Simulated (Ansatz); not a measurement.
# How settings move the results for CdS

```
Cd S
1.0
     0.00000    2.91000    2.91000
     2.91000    0.00000    2.91000
     2.91000    2.91000    0.00000
Cd S
1 1
Direct
  0.00000 0.00000 0.00000
  0.75000 0.75000 0.75000
```

Atom numbers follow the list: Cd1, S2.

The cell is COD entry 1011260, as deposited and not checked against the literature; nothing was relaxed. It is an old determination, and later ones may differ.

These are results of Ansatz 0.2.0, DFT, PBE, PAW with Ansatz's default frozen-core files, scalar-relativistic, not measurements.

Sampling and basis: a Γ-centred 8×8×8 k mesh, Fermi–Dirac smearing of 0.01 eV, cutoff 420 eV, no spin polarisation. One setting is then changed at a time.

| k mesh | free energy less the base's (meV/atom) | P (GPa) | gap on the mesh (eV) |
| --- | --- | --- | --- |
| 8×8×8 (base) | 0.0 | 3.30 | 1.160 |
| 2×2×2 | 476 | ? | ? |
| 4×4×4 | 16.7 | 3.46 | 1.149 |
| 6×6×6 | 1.1 | 3.31 | 1.159 |
| 11×11×11 | -0.1 | 3.30 | 1.160 |

Q: Give the missing entry: row "2×2×2", column "gap on the mesh (eV)".

A: 1.006.

Q: Give the missing entry: row "2×2×2", column "P (GPa)".

A: 6.59.
